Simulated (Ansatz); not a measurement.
# FeO (R-3m) in Ansatz: further runs, part 2 of 2

Ansatz 0.2.0. Earlier steps stand in the parts before.

**3. Projected density of states, LDA+U, collinear spin, ferromagnetic start**

File input.yaml:

```yaml
crystal:
  lattice:
    - [1.51768211, 0.87623418, 2.51579458]
    - [-1.51768211, 0.87623418, 2.51579458]
    - [0.0, -1.75246835, 2.51579458]
  atoms:
    - { symbol: Fe, position: [0.0, 0.0, 0.0], spin: 3.0 }
    - { symbol: O, position: [0.5, 0.5, 0.5] }
hamiltonian:
  xc: lda
  pseudopotentials: { kind: paw }
  hubbard: { sites: [{ species: Fe, l: d, u_eff: 3.0 }] }
magnetization:
  spin_polarized: true
kpoints:
  mp_grid: { grid: [11, 11, 11] }
scf:
  occupations: { method: fermi_dirac, width: 0.05 }
  n_extra_bands: 6
output:
  forces: true
  stress: true
  eigenvalues: true
  dos: { projected: true, de: 0.05, nscf_kmesh: { grid: [17, 17, 17] } }
```

Potentials or basis: Ansatz PAW.

Started as:

```bash
> ansatz run input.yaml --threads 2 --pin off --max-ram 5632MiB --backend cpu --events-out ev --progress --plain --runs-dir out
```

Output:

```text
Warning: RAYON_NUM_THREADS=2 ignored (pool sized by the plan → 2); use --threads N
Fe: projections on atomic orbitals take those of the free atom [Ne] 3s2 3p6 3d6 4s2, of charge +0.00 (hamiltonian.pseudopotentials.projection_atoms); the dataset's partial waves leave at most 1.1e-6 of an orbital's norm unspanned inside its sphere
O: projections on atomic orbitals take those of the free atom [He] 2s2 2p4, of charge +0.00 (hamiltonian.pseudopotentials.projection_atoms); the dataset's partial waves leave at most 1.9e-8 of an orbital's norm unspanned inside its sphere
scf.n_extra_bands = 6 over 11 filled bands (N_el = 22.0): the run solves 17 bands
Engine: ansatz 0.2.0, aarch64-unknown-linux-gnu
Pseudopotentials: kind: paw
Pseudopotential: Fe, paw, valence charge 16, recommended cutoff 420 eV (normal), Fe.paw.azcp
Pseudopotential: O, paw, valence charge 6, recommended cutoff 420 eV (normal), O.paw.azcp
Functional definition: SPW92
  exchange = slater_x
  correlation = pw_c
Crystal: 2 atoms, lattice volume = 20.074 Å³
Basis set: ecut = 420 eV, 399 PW (Γ)
Bands: 17, of which v1, the nominal top of the filled ones, is band 11 counted from 1 (10 counted from 0)
Symmetry: 12 space group operations
Space group: R-3m (ITA 166), of the structure as read, at distance tolerance 2.7e-5 Å
Magnetic group: BNS 166.97 (UNI 1327), of the structure as read, at distance tolerance 2.7e-5 Å
k-points: 146 of 1331
Non-local potential: Fe, projectors of the file, l = 0: 3, l = 1: 2, l = 2: 3, l = 3: 1
Non-local potential: O, projectors of the file, l = 0: 2, l = 1: 2, l = 2: 1
PAW form: soft (Blöchl's): semilocal exchange-correlation on the pseudo side does not see the compensation charge
PAW frozen core: Fe, regenerated for the run's functional, and the local potential with it (the file was generated under x = pbe(κ = 0.804, μ = 0.2195149727645171), c = pbe(β = 0.06672455060314922))
PAW frozen core: O, regenerated for the run's functional, and the local potential with it (the file was generated under x = pbe(κ = 0.804, μ = 0.2195149727645171), c = pbe(β = 0.06672455060314922))
PAW one-centre angular grid: Fe, 590 points (default); XC on 64 Gauss nodes
PAW one-centre angular grid: O, 110 points (default); XC on 64 Gauss nodes
Initial density: superposition of atomic densities (chi_scale 0.1, normalization cell, long waves kept (reshape's long-wave potential 0.00 eV rms))
Starting moments: Σ|m| = 3 μB on 1 of 2 sites
Initial wavefunctions: pseudopotential atomic-orbital guess
Functional: x = slater, c = lda
[... 56 lines left out ...]
SCF iter   4: F=-4972.969574 eV  HF=-4972.969574 eV  |F-HF|=4.73e-8  |Δ(HF+E_count)|=   2.38e-5  Δρ=1.98e-5 (↑6.90e-6 ↓1.98e-5)  dr2=1.77e-8  dr2_m=2.56e-8  M=4.000 μB ∫|m|=4.003 μB  ethr=4.55e-10  ⟨swp⟩=1.9  Hψ=35281  notcnv=0
SCF 3 converged in 4 iterations: F = -4972.969574 eV  dr2 = 1.77e-8
an SCF along what the orbitals of the run's state read of its open shells (or to have them read: on a GPU, or by another smearing), with 8 of the crystal's symmetry operations given up (366 k-points in place of 146), reached no lower state that the run goes on to. This is no proof of a minimum
NSCF: frozen V_eff on 489 k-points
SCF converged after 6 iterations
Magnetization: 4.0000 μB (13.0000 up, 9.0000 down)
Absolute magnetization: 4.0033 μB (∫|ρ↑−ρ↓|, with the PAW one-centre terms)
Spin contamination: 0.0064 ħ² per cell (⟨S²⟩ above its minimum at these occupations)
Per-site moments (μB) at R_I (Å): [(3.4523555697629575, 0.8898391749306156), (0.25481796881059565, 0.8898391749306156)]
Free energy (F): -4972.969574 eV
Harris-Foulkes:  -4972.969574 eV  (|F-HF|=1.19e-8)
Internal energy: -4972.969562 eV  (E = F + TS)
E sigma→0 (E₀):  -4972.969568 eV
Entropy (-TS):   -0.000012 eV (-0.006 meV/atom)
Fermi energy:    14.017212 eV
--- Per-component energies (eV) ---
  E_band       = -278.922341
  E_kinetic    = 513.978857
  E_local      = -2605.368324  (includes V_loc(G=0)·N_el)
  E_nonlocal   = 285.716785
  E_hartree    = 1058.125478
  E_xc         = -185.550887
  E_vxc        = -239.512453  (∫ρ·V_xc dr)
  E_hubbard    = 0.671390  (on-site DFT+U / exact-exchange correction)
  E_vhub       = -8.126920  (the Hubbard potential's part of the band-sum identity)
  E_paw        = -1457.591564  (= ΣΔE_a)
  E_vpaw       = -341.859023  (= ΣTr[D̂ρ^β])
  E_aug_tail   = 0.003323  (compensation charges beyond the density's cutoff)
  E_ewald      = -2583.453077
  E_core_change = 0.498457  (= ΣΔE_core)
  E_smearing   = -0.000012  (= −TS)
  E_closure    = 0.000000  (closes the sum)
  Σ components = -4972.969574   (vs F -4972.969574, Δ=0.00e0)
--- Forces (eV/Å), atoms counted from 1 ---
  atom   1  Fe     0.00000000     0.00000000     0.00000000
  atom   2  O     -0.00000000    -0.00000000     0.00000000
  max |Σ_I F_I| component: 1.05e-29 eV/Å
--- Stress (GPa, compression-positive) ---
       -4.592026      -0.000000       0.000000
        0.000000      -4.592026      -0.000000
        0.000000      -0.000000     -12.260069
  P = ⅓ Tr σ = -7.1480 GPa (-71.480 kbar)
--- Band table (eV; the first three rows and the last of 292) ---
  k-point 0 ↑: bands = ["-74.9538", "-41.8309", "-41.8309", "-40.3896", "-6.1647", "8.3005", "8.3005", "9.1740", "9.1740", "9.6122", "10.4362", "10.5559", "10.5559", "14.2047", "29.1168", "30.9132", "30.9283"]
  k-point 1 ↑: bands = ["-74.9533", "-41.8349", "-41.8315", "-40.3906", "-6.0764", "8.0910", "8.3605", "8.7622", "8.7945", "9.6094", "10.1988", "10.9358", "11.0053", "14.8034", "27.8547", "30.6044", "30.6750"]
  k-point 2 ↑: bands = ["-74.9521", "-41.8456", "-41.8332", "-40.3931", "-5.8303", "7.4344", "8.0456", "8.0990", "8.5251", "9.6422", "10.0074", "11.7244", "11.7717", "15.9879", "25.8720", "29.4947", "29.6926"]
  k-point 145 ↓: bands = ["-70.9043", "-37.6726", "-37.6694", "-37.0194", "-4.4104", "6.0388", "9.2462", "9.3831", "13.7006", "15.6717", "15.7176", "17.2030", "17.5725", "19.5343", "23.2718", "26.9126", "27.7867"]
Occupation matrices written to <dir>
```

dos.tsv:

```text
# E-E_F[eV]	g_bin_mean(E)[states/eV]	N(E)	g_bin_mean_up(E)	g_bin_mean_dn(E)	N_up(E)	N_dn(E)
# format = ansatz-dos/2
# fermi_ev = 14.039498
# fermi_mp_grid = 17 17 17
# fermi_mp_shift = 0 0 0
# nscf_kmesh_grid = 17 17 17
# nscf_kmesh_shift = 0 0 0
# g_bin_mean(E): the states in a bin one row spacing wide, centred on E, divided by that spacing. States that the method places at a single energy (under output.dos.method: tetrahedron, those of a tetrahedron whose four corners have one energy) are counted whole in the row whose bin holds that energy (on the edge of two bins, in the lower row). The sum of g_bin_mean over a run of rows, times the row spacing, is the number of states from half a spacing under the first of them to half a spacing over the last (a plain sum, not the trapezoid rule).
-89.493314	0.000000e0	0.000000e0	0.000000e0	0.000000e0	0.000000e0	0.000000e0
-89.443314	0.000000e0	0.000000e0	0.000000e0	0.000000e0	0.000000e0	0.000000e0
-89.393314	0.000000e0	0.000000e0	0.000000e0	0.000000e0	0.000000e0	0.000000e0
-89.343314	0.000000e0	0.000000e0	0.000000e0	0.000000e0	0.000000e0	0.000000e0
-89.293314	0.000000e0	0.000000e0	0.000000e0	0.000000e0	0.000000e0	0.000000e0
-89.243314	0.000000e0	0.000000e0	0.000000e0	0.000000e0	0.000000e0	0.000000e0
[... 2159 lines left out ...]
18.756686	0.000000e0	3.400000e1	0.000000e0	0.000000e0	1.700000e1	1.700000e1
18.806686	0.000000e0	3.400000e1	0.000000e0	0.000000e0	1.700000e1	1.700000e1
```

Run time: 41 s. Hardware: 2 threads of Arm Neoverse V2, shared host; peak memory 0.98 GiB.

Results:

| Quantity | Value |
| --- | --- |
| Free energy | -4972.9696 eV |
| Pressure | -7.1 GPa |
| Band gap on the k mesh | 0.50 eV, indirect (least direct gap 1.77 eV) |
| Net moment | 4.00 μB per cell |
| Absolute moment | 4.00 μB per cell |
| Site moments | Fe +3.45; O +0.25 μB |

States per cell in windows of 0.5 eV (zero at the valence-band top; states under -8 eV left out):
```csv
from (eV),up,down,Fe 3d down,Fe 3d up,O 2p down,O 2p up,Fe 4s up,Fe 4s down
-8.0,0.35,0.01,0.00,0.12,0.00,0.18,0.04,0.00
-7.5,0.36,0.06,0.01,0.12,0.04,0.20,0.03,0.01
-7.0,0.99,0.20,0.03,0.54,0.13,0.43,0.01,0.03
-6.5,0.70,0.51,0.05,0.44,0.38,0.25,0.00,0.06
-6.0,0.32,0.15,0.02,0.22,0.11,0.10,0.00,0.01
-5.5,0.20,0.27,0.04,0.15,0.21,0.04,0.00,0.01
-5.0,0.73,0.41,0.07,0.65,0.32,0.07,0.00,0.01
-4.5,0.56,0.90,0.17,0.48,0.71,0.07,0.00,0.00
-4.0,0.73,0.37,0.05,0.56,0.31,0.14,0.02,0.00
-3.5,0.75,0.11,0.01,0.54,0.10,0.17,0.02,0.00
-3.0,0.64,0.02,0.00,0.41,0.02,0.20,0.02,0.00
-2.5,0.46,0.00,0.00,0.23,0.00,0.21,0.01,0.00
-2.0,0.36,0.01,0.01,0.15,0.00,0.19,0.01,0.00
-1.5,0.33,0.16,0.15,0.13,0.01,0.19,0.00,0.00
-1.0,0.32,0.38,0.33,0.12,0.04,0.20,0.00,0.00
-0.5,0.07,0.45,0.39,0.02,0.05,0.04,0.00,0.00
0.0,0.00,0.00,0.00,0.00,0.00,0.00,0.00,0.00
0.5,0.00,0.04,0.04,0.00,0.00,0.00,0.00,0.00
1.0,0.01,0.68,0.64,0.00,0.03,0.00,0.00,0.00
1.5,0.01,0.83,0.77,0.00,0.04,0.00,0.01,0.01
2.0,0.02,0.79,0.72,0.00,0.04,0.00,0.01,0.02
2.5,0.02,0.81,0.69,0.00,0.05,0.01,0.01,0.02
3.0,0.03,0.51,0.40,0.00,0.08,0.01,0.02,0.02
3.5,0.04,0.39,0.28,0.00,0.09,0.01,0.02,0.01
4.0,0.07,0.03,0.01,0.00,0.01,0.01,0.03,0.01
4.5,0.10,0.04,0.01,0.00,0.01,0.02,0.04,0.02
5.0,0.11,0.08,0.01,0.00,0.02,0.02,0.05,0.03
5.5,0.16,0.10,0.01,0.00,0.02,0.02,0.09,0.04
6.0,0.15,0.11,0.01,0.00,0.02,0.02,0.08,0.04
6.5,0.13,0.14,0.01,0.00,0.02,0.01,0.07,0.07
7.0,0.10,0.16,0.00,0.00,0.02,0.01,0.05,0.09
7.5,0.06,0.13,0.00,0.00,0.01,0.01,0.04,0.06
```

Eigenvalues of the final occupation matrices:
```csv
site,spin,trace,eigenvalues
site 1,1,4.99,1.00 1.00 1.00 1.00 1.00
site 1,2,1.33,0.07 0.07 0.13 0.13 0.92
```

Caveat: the magnetic or orbital state may not be the lowest; odd divisions of the mesh miss points on the zone boundary, where band edges often lie, so the gap on the mesh can be too wide; the pressure holds a Pulay correction of +0.9 GPa for the finite cutoff; a cell with one magnetic atom can't hold antiferromagnetic order, which such compounds often take; the PAW data sets come from PBE, with cores solved anew for the run's functional, which leaves a small shift of forces and pressure; the density of states is complete only up to the lowest level of the last band computed. The state reached can hang on the start; a lower one may exist.

**4. Projected density of states, LDA+U, collinear spin, ferromagnetic start**

input.yaml, as its differences from that of step 3:

```diff
@@ -11,3 +11,3 @@
   pseudopotentials: { kind: paw }
-  hubbard: { sites: [{ species: Fe, l: d, u_eff: 3.0 }] }
+  hubbard: { sites: [{ species: Fe, l: d, u_eff: 4.0 }] }
 magnetization:
@@ -24 +24,5 @@
   dos: { projected: true, de: 0.05, nscf_kmesh: { grid: [17, 17, 17] } }
+  write_density: true
+  write_potential: true
+  elf: true
+  volumetric_format: npy
```

Started as:

```bash
> ansatz run input.yaml --threads 2 --pin off --max-ram 5632MiB --backend cpu --events-out ev --progress --plain --runs-dir out
```

Wall time 43 s (2 threads of Arm Neoverse V2, shared host); peak memory 0.92 GiB.

The run converged. Its results:

```
Free energy            : -4972.7673 eV
Pressure               : -4.7 GPa
Band gap on the k mesh : 0.96 eV, indirect (least direct gap 2.52 eV)
Net moment             : 4.00 μB per cell
Absolute moment        : 4.00 μB per cell
Site moments           : Fe +3.46; O +0.23 μB
```

Stress tensor (GPa, compression positive):
```
 -1.83   0.00   0.00
  0.00  -1.83   0.00
  0.00   0.00 -10.46
```

Levels at points of the mesh, in eV from the valence-band top:
Spin up:
```
           k point  band 11  band 12  band 13  band 14  band 15  band 16
(0.00, 0.00, 0.00)    -2.74    -2.61    -2.61     0.96    15.84    17.66
```
Spin down:
```
           k point  band 7  band 8  band 9  band 10  band 11  band 12
(0.00, 0.00, 0.00)   -2.15   -2.15   -1.64     1.66     1.66     1.80
```

States per cell in windows of 0.5 eV (zero at the valence-band top; states under -8 eV left out):
```tsv
from (eV)	up	down	Fe 3d down	Fe 3d up	O 2p down	O 2p up	Fe 4s up	Fe 4s down
-8.0	0.25	0.00	0.00	0.11	0.00	0.11	0.03	0.00
-7.5	0.41	0.02	0.00	0.17	0.01	0.19	0.04	0.00
-7.0	0.88	0.08	0.01	0.52	0.05	0.34	0.01	0.02
-6.5	0.90	0.23	0.03	0.60	0.16	0.29	0.00	0.04
-6.0	0.35	0.48	0.05	0.26	0.37	0.08	0.00	0.05
-5.5	0.28	0.14	0.02	0.25	0.10	0.04	0.00	0.01
-5.0	0.74	0.28	0.04	0.67	0.22	0.06	0.00	0.01
-4.5	0.48	0.42	0.08	0.42	0.33	0.06	0.00	0.01
-4.0	0.68	0.90	0.16	0.53	0.72	0.12	0.01	0.00
-3.5	0.67	0.32	0.05	0.43	0.27	0.19	0.03	0.00
-3.0	0.56	0.10	0.01	0.33	0.09	0.20	0.02	0.00
-2.5	0.50	0.02	0.00	0.22	0.01	0.26	0.01	0.00
-2.0	0.37	0.01	0.01	0.13	0.00	0.21	0.01	0.00
-1.5	0.33	0.18	0.16	0.11	0.02	0.20	0.00	0.00
-1.0	0.31	0.47	0.41	0.10	0.06	0.20	0.00	0.00
-0.5	0.22	0.34	0.28	0.07	0.05	0.15	0.00	0.00
0.0	0.00	0.00	0.00	0.00	0.00	0.00	0.00	0.00
0.5	0.00	0.00	0.00	0.00	0.00	0.00	0.00	0.00
1.0	0.00	0.00	0.00	0.00	0.00	0.00	0.00	0.00
1.5	0.01	0.24	0.23	0.00	0.01	0.00	0.00	0.00
2.0	0.01	0.79	0.73	0.00	0.03	0.00	0.01	0.01
2.5	0.02	1.09	1.01	0.00	0.05	0.00	0.01	0.02
3.0	0.02	0.69	0.61	0.00	0.03	0.01	0.01	0.02
3.5	0.03	0.62	0.52	0.00	0.06	0.01	0.02	0.02
4.0	0.05	0.46	0.35	0.00	0.08	0.01	0.02	0.01
4.5	0.08	0.17	0.11	0.00	0.04	0.02	0.04	0.01
5.0	0.10	0.05	0.01	0.00	0.01	0.02	0.04	0.02
5.5	0.12	0.08	0.01	0.00	0.02	0.02	0.05	0.03
6.0	0.16	0.10	0.01	0.00	0.02	0.02	0.09	0.04
6.5	0.14	0.11	0.01	0.00	0.02	0.02	0.08	0.04
7.0	0.12	0.15	0.01	0.00	0.02	0.01	0.06	0.08
7.5	0.10	0.15	0.00	0.00	0.02	0.01	0.05	0.08
```

Eigenvalues of the final occupation matrices:
| site | spin | trace | eigenvalues |
| --- | --- | --- | --- |
| site 1 | 1 | 4.99 | 1.00 1.00 1.00 1.00 1.00 |
| site 1 | 2 | 1.30 | 0.05 0.05 0.12 0.12 0.95 |

Caveat: the magnetic or orbital state may not be the lowest; odd divisions of the mesh miss points on the zone boundary, where band edges often lie, so the gap on the mesh can be too wide; the pressure holds a Pulay correction of +0.9 GPa for the finite cutoff; a cell with one magnetic atom can't hold antiferromagnetic order, which such compounds often take; the PAW data sets come from PBE, with cores solved anew for the run's functional, which leaves a small shift of forces and pressure; the density of states is complete only up to the lowest level of the last band computed.

**5. Projected density of states, LDA+U, collinear spin, ferromagnetic start**

input.yaml, as its differences from that of step 4:

```diff
@@ -11,3 +11,3 @@
   pseudopotentials: { kind: paw }
-  hubbard: { sites: [{ species: Fe, l: d, u_eff: 4.0 }] }
+  hubbard: { sites: [{ species: Fe, l: d, u_eff: 5.0 }] }
 magnetization:
@@ -24,5 +24 @@
   dos: { projected: true, de: 0.05, nscf_kmesh: { grid: [17, 17, 17] } }
-  write_density: true
-  write_potential: true
-  elf: true
-  volumetric_format: npy
```

Started as:

```bash
> ansatz run input.yaml --threads 2 --pin off --max-ram 5632MiB --backend cpu --events-out ev --progress --plain --runs-dir out
```

It took 42 s on 2 threads of Arm Neoverse V2, shared host; peak memory 0.92 GiB.

The run converged. Its results:

| Property | Result |
| --- | --- |
| Free energy | -4972.5950 eV |
| Pressure | -2.7 GPa |
| Band gap on the k mesh | 1.12 eV, indirect (least direct gap 3.06 eV) |
| Net moment | 4.00 μB per cell |
| Absolute moment | 4.00 μB per cell |
| Site moments | Fe +3.48; O +0.21 μB |

Stress tensor (GPa, compression positive):
```
 0.31  0.00  0.00
 0.00  0.31  0.00
 0.00  0.00 -8.82
```

Levels at points of the mesh, in eV from the valence-band top:
Spin up:
| k point | band 11 | band 12 | band 13 | band 14 | band 15 | band 16 |
| --- | --- | --- | --- | --- | --- | --- |
| (0.00, 0.00, 0.00) | -2.53 | -2.40 | -2.40 | 1.12 | 15.97 | 17.78 |
Spin down:
```tsv
k point	band 5	band 6	band 7	band 8	band 9	band 10	band 11	band 12	band 13	band 14
(0.00, 0.00, 0.00)	-18.72	-2.14	-2.04	-1.97	-1.97	1.95	2.24	2.24	3.10	3.10
```

States per cell in windows of 1 eV (zero at the valence-band top; states under -8 eV left out):
| from (eV) | up | down | Fe 3d down | Fe 3d up | O 2p down | O 2p up | Fe 4s up | Fe 4s down |
| --- | --- | --- | --- | --- | --- | --- | --- | --- |
| -8.0 | 0.81 | 0.01 | 0.00 | 0.44 | 0.01 | 0.30 | 0.06 | 0.00 |
| -7.0 | 1.81 | 0.22 | 0.03 | 1.25 | 0.14 | 0.52 | 0.01 | 0.04 |
| -6.0 | 1.01 | 0.68 | 0.07 | 0.91 | 0.50 | 0.09 | 0.00 | 0.08 |
| -5.0 | 1.00 | 0.57 | 0.09 | 0.87 | 0.44 | 0.10 | 0.01 | 0.01 |
| -4.0 | 1.14 | 1.33 | 0.24 | 0.70 | 1.06 | 0.36 | 0.05 | 0.01 |
| -3.0 | 0.92 | 0.20 | 0.03 | 0.37 | 0.17 | 0.49 | 0.03 | 0.00 |
| -2.0 | 0.69 | 0.39 | 0.33 | 0.20 | 0.06 | 0.45 | 0.01 | 0.00 |
| -1.0 | 0.54 | 0.61 | 0.49 | 0.15 | 0.11 | 0.38 | 0.00 | 0.01 |
| 0.0 | 0.00 | 0.00 | 0.00 | 0.00 | 0.00 | 0.00 | 0.00 | 0.00 |
| 1.0 | 0.01 | 0.00 | 0.00 | 0.00 | 0.00 | 0.00 | 0.00 | 0.00 |
| 2.0 | 0.02 | 0.95 | 0.87 | 0.00 | 0.03 | 0.00 | 0.01 | 0.02 |
| 3.0 | 0.05 | 1.80 | 1.63 | 0.00 | 0.08 | 0.01 | 0.03 | 0.04 |
| 4.0 | 0.11 | 1.19 | 0.97 | 0.00 | 0.14 | 0.02 | 0.05 | 0.04 |
| 5.0 | 0.20 | 0.24 | 0.12 | 0.00 | 0.05 | 0.04 | 0.09 | 0.04 |
| 6.0 | 0.31 | 0.20 | 0.03 | 0.00 | 0.04 | 0.04 | 0.17 | 0.07 |
| 7.0 | 0.24 | 0.31 | 0.02 | 0.00 | 0.04 | 0.02 | 0.12 | 0.15 |

Eigenvalues of the final occupation matrices:
```tsv
site	spin	trace	eigenvalues
site 1	1	4.99	1.00 1.00 1.00 1.00 1.00
site 1	2	1.28	0.04 0.04 0.11 0.11 0.97
```

Caveat: the magnetic or orbital state may not be the lowest; odd divisions of the mesh miss points on the zone boundary, where band edges often lie, so the gap on the mesh can be too wide; the pressure holds a Pulay correction of +0.9 GPa for the finite cutoff; a cell with one magnetic atom can't hold antiferromagnetic order, which such compounds often take; the PAW data sets come from PBE, with cores solved anew for the run's functional, which leaves a small shift of forces and pressure; the density of states is complete only up to the lowest level of the last band computed.

**6. Overview**

| U | gap on the mesh (eV) | pressure (GPa) | moment (μB) |
| --- | --- | --- | --- |
| Fe d U = 2 eV | none | -10.9 | 4.00 |
| Fe d U = 3 eV | 0.50 | -7.1 | 4.00 |
| Fe d U = 4 eV | 0.96 | -4.7 | 4.00 |
| Fe d U = 5 eV | 1.12 | -2.7 | 4.00 |

Alike in all rows: task projected density of states; level LDA+U; potentials or basis Ansatz PAW; spin collinear, ferromagnetic start; cell as given; k mesh 11 × 11 × 11; cutoff (eV) 420; smearing fermi-dirac 0.05 eV.

On the cell as given the gap runs from zero (LDA+U) to 1.12 eV (LDA+U).

Caveats: the magnetic or orbital state may not be the lowest; a cell with one magnetic atom can't hold antiferromagnetic order, which such compounds often take; the PAW data sets come from PBE, with cores solved anew for the run's functional, which leaves a small shift of forces and pressure; the density of states is complete only up to the lowest level of the last band computed; odd divisions of the mesh miss points on the zone boundary, where band edges often lie, so the gap on the mesh can be too wide (some runs).

Total energies depend on the potentials used, so only differences within one code and one set of settings carry meaning.
